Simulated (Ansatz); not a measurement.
**TiC: stress in a strained cell**

Aim: deform TiC (equal xy, yz and zx engineering shear strains of +1 %) and compute stress, forces and field gradients with LAPW, PAW and all-electron datasets made for the crystal.

Program: Ansatz 0.2.0. Level of theory: DFT PBE, scalar-relativistic. These are calculated values, not measurements.

## 1. The structure to begin with

The structure is cubic, space group Fm-3m (No. 225). The conventional cell has a = 4.328 Å, b = 4.328 Å, c = 4.328 Å, α = 90.00°, β = 90.00°, γ = 90.00°. Ti (site symmetry m-3m) has 6 C at 2.16 Å as nearest neighbours. C (site symmetry m-3m) is surrounded by 6 Ti at 2.16 Å.

As a file:

```
Ti C
1.0
     0.00000    2.16400    2.16400
     2.16400    0.00000    2.16400
     2.16400    2.16400    0.00000
Ti C
1 1
Cartesian
  0.0000 0.0000 0.0000
  2.1640 2.1640 2.1640
```

Atoms are numbered in the order of the input: Ti1, C2.

## 2. The deformed structure

Space group Fm-3m before, R-3m after.

## 3. LAPW, all electrons

input.yaml

```yaml
crystal:
  lattice:
    - [0.02164, 2.17482, 2.17482]
    - [2.17482, 0.02164, 2.17482]
    - [2.17482, 2.17482, 0.02164]
  atoms:
    - { symbol: Ti, position: [0.0, 0.0, 0.0] }
    - { symbol: C, position: [0.5, 0.5, 0.5] }
kpoints:
  mp_grid: { grid: [16, 16, 16] }
  band_path:
    path:
      - [0.0, 0.0, 0.0]
      - [0.5, 0.5, 0.5]
      - [0.247543133, 0.5, 0.752456867]
      - [-0.247543133, 0.247543133, 0.5]
      - [0.0, 0.0, 0.5]
      - [0.0, 0.0, 0.0]
      - [-0.3737715665, 0.0, 0.3737715665]
      - [0.0, 0.3737715665, 0.6262284335]
      - [0.0, 0.5, 0.5]
    npoints: 5
scf:
  occupations: { method: fermi_dirac, width: 0.03 }
hamiltonian:
  xc: pbe
  pseudopotentials: { kind: all_electron, lapw: { basis_error: 0.001 } }
output:
  forces: true
  stress: true
  eigenvalues: true
```

Launch:

```sh
$ ansatz run input.yaml --threads 1 --pin off --max-ram 3072MiB --backend cpu --events-out ev --progress --plain --runs-dir out
```

## 4. Frozen-core PAW

input.yaml

```yaml
crystal:
  lattice:
    - [0.02164, 2.17482, 2.17482]
    - [2.17482, 0.02164, 2.17482]
    - [2.17482, 2.17482, 0.02164]
  atoms:
    - { symbol: Ti, position: [0.0, 0.0, 0.0] }
    - { symbol: C, position: [0.5, 0.5, 0.5] }
kpoints:
  mp_grid: { grid: [16, 16, 16] }
scf:
  occupations: { method: fermi_dirac, width: 0.03 }
hamiltonian:
  xc: pbe
  pseudopotentials: { kind: paw }
output:
  forces: true
  stress: true
  eigenvalues: true
  efg: { contact_densities: true }
  write_density: true
  write_potential: true
  elf: true
  volumetric_format: npy
```

## 5. All-electron PAW on datasets made for the crystal

Changes to input.yaml since step 4:

```diff
@@ -14,3 +14,3 @@
   xc: pbe
-  pseudopotentials: { kind: paw }
+  pseudopotentials: { kind: all_electron, datasets: crystal }
 output:
@@ -20,5 +20 @@
   efg: { contact_densities: true }
-  write_density: true
-  write_potential: true
-  elf: true
-  volumetric_format: npy
```

(Steps that only read results are left out.)

**Question.** What will these runs give? Wanted: pressure; largest shear or deviatoric stress.

As calculated:

| quantity | value |
| --- | --- |
| pressure | LAPW 0.86, PAW 0.89, crystal datasets 0.86 GPa |
| largest shear or deviatoric stress (LAPW) | 1.63 GPa |

**Reading.** The largest part of the stress beyond the pressure is 1.63 GPa in size; the atoms are carried along and not relaxed. No run of the undeformed cell stands beside it, so the pressure holds what the given cell had before the change. PAW: stress within 0.03 GPa of LAPW. Crystal datasets: stress within 0.01 GPa of LAPW.
